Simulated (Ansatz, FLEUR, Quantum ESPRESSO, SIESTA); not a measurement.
One calculation of CO2, 5 ways

```
O C
1.0
    -1.97473    1.97473    3.01406
     1.97473   -1.97473    3.01406
     1.97473    1.97473   -3.01406
O C
4 2
Direct
  0.87500 0.95980 0.58480
  0.37500 0.29020 0.41520
  0.04020 0.62500 0.91520
  0.70980 0.12500 0.08480
  0.00000 0.00000 0.00000
  0.75000 0.25000 0.50000
```

The cell comes from a database or a generator and needn't be the stable form of this composition.

Alike in all runs: task band structure; functional LDA; k mesh 9 × 9 × 9; occupations fermi-dirac, width 0.05 eV; no spin polarisation; no spin-orbit coupling. LDA stands for any of its common fits. Pressure is positive in compression and, in plane waves, holds the error of the finite cutoff, which Ansatz's Pulay term estimates and takes out. Gaps are the smaller of the mesh's and the band path's.

| program and potentials | plane-wave cutoff (eV) | notes | band gap (eV) | pressure (GPa) | largest force (eV/Å) |
| --- | --- | --- | --- | --- | --- |
| Ansatz, Ansatz PAW | 420 | potentials made for PBE, which Ansatz adapts in part; Pulay term of +1.56 GPa included | 7.46 | -14.04 | 0.551 |
| Ansatz, all-electron LAPW, scalar-relativistic | - | - | 7.45 | -13.42 | 0.502 |
| SIESTA, files PseudoDojo sr-lda-0.4.1-standard, DZP (energy shift 0.003 Ry) | - | atomic basis | 7.39 | -9.52 | - |
| FLEUR, all-electron, FLAPW | - | - | 7.45 | - | - |
| Quantum ESPRESSO, GBRV 1.5 LDA | 612 | - | 7.46 | -12.29 | 0.411 |

Force on atom 1 (O), eV/Å:

```
                        program and potentials      x      y      z
                            Ansatz, Ansatz PAW  0.551  0.000  0.000
Ansatz, all-electron LAPW, scalar-relativistic  0.502  0.000  0.000
                Quantum ESPRESSO, GBRV 1.5 LDA  0.411  0.000  0.000
```

The band gap spans 7.39 (SIESTA, files PseudoDojo sr-lda-0.4.1-standard, DZP (energy shift 0.003 Ry)) to 7.46 eV (Ansatz, Ansatz PAW), with all-electron results at 7.45. The pressure spans -14.04 (Ansatz, Ansatz PAW) to -9.52 GPa (SIESTA, files PseudoDojo sr-lda-0.4.1-standard, DZP (energy shift 0.003 Ry)), with all-electron results at -13.42. The cell lies far from this level's equilibrium. The paths' points differ, which is worth about 0.01 eV. Rows in atomic bases carry the error of their basis and grid, which can be large.

Differences between rows come from potentials, basis sets and numerical settings, since the functional is the same but for its coding. Runs on potential files found faulty are left out.
